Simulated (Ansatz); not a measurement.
# HfO2, space group P4_2/nmc: a convergence test of the k-point mesh

With the Python package of Ansatz (0.2.0).

The cells in order, each with its output:

**Cell 1**
```python
import csv
import warnings

import ansatz
```

**Cell 2**
```python
warnings.simplefilter("ignore", ansatz.DeckWarning)
```

**Cell 3**
```python
lattice = ansatz.Lattice.of(
    (3.558019, 0.0, 0.0),
    (0.0, 3.558019, 0.0),
    (0.0, 0.0, 5.171861),
)
sites = [
    ("Hf", (0.5, 0.5, 0.5)),
    ("Hf", (0.0, 0.0, 0.0)),
    ("O", (0.0, 0.5, 0.697208)),
    ("O", (0.5, 0.0, 0.802792)),
    ("O", (0.5, 0.0, 0.302792)),
    ("O", (0.0, 0.5, 0.197208)),
]
crystal = ansatz.Crystal(lattice=lattice)
for symbol, position in sites:
    crystal = crystal.atom(symbol, position)
```

**Cell 4**
```python
crystal.resolved().sites[-1]
```
Output:
```text
Site(symbol='O', position=(0.0, 0.5, 0.197208), moment=None, axis=None, held=None, saved=None)
```

**Cell 5**
```python
job = (
    crystal.calculation()
    .functional("pbesol")
    .basis(470)
    .occupations(ansatz.OccupationsMethod.FIXED)
    .stress()
)

rows = []
for value in [1.0, 0.6, 0.4, 0.3]:
    data = job.kpoints(spacing=value).run(threads=1, backend="cpu").report
    rows.append((value, data["free_energy_ev"] / len(data["lattice"]["sites"]), data["n_iterations"], sum(data["stress_gpa"][i][i] for i in range(3)) / 3, data["n_kpoints"]))
```

**Cell 6**
```python
with open("kconv.csv", "w", newline="") as handle:
    writer = csv.writer(handle)
    writer.writerow(["spacing (1/A)", "F/atom (eV)", "iterations", "P (GPa)", "k-points"])
    writer.writerows([round(v, 5) if isinstance(v, float) else v for v in row] for row in rows)
```

**Cell 7**
```python
for row in rows[:-1]:
    shift = 1000 * (row[1] - rows[-1][1])
    print(f"{row[0]}: {shift:+.2f} meV/atom" + ("  (within 2 meV)" if abs(shift) < 2 else ""))
```
Output:
```text
1.0: +47.76 meV/atom
0.6: +3.64 meV/atom
0.4: +0.01 meV/atom  (within 2 meV)
```

File `kconv.csv` afterwards:
```csv
spacing (1/A),F/atom (eV),iterations,P (GPa),k-points
1.0,-5575.00631,7,3.19346,6
0.6,-5575.05043,7,1.98987,6
0.4,-5575.05406,7,1.88075,18
0.3,-5575.05407,7,1.88144,30
```

From a spacing of 0.4 (5×5×4) on it stays within 2 meV an atom of the value at a spacing of 0.3 (6×6×5); the first row (a spacing of 1.0 (2×2×2)) is off by 47.8 meV and the last but one by 0.01 meV. The pressure moves from 3.19 to 1.88 GPa.

Caveats:
- Spin is left out of this run.
- This is a high-temperature or high-pressure form, not the ambient phase.
- Pressure is positive in compression.
- Spin-orbit coupling, which matters for elements this heavy, is left out.
- The structure comes from a database of computed cells and needn't be a stable or known phase.
- Shifts are counted from the finest mesh, which is itself no proven limit.
- Wall time of the script: 9.3 s on 1 thread of Arm Neoverse V2 (shared host), peak memory 0.43 GiB.
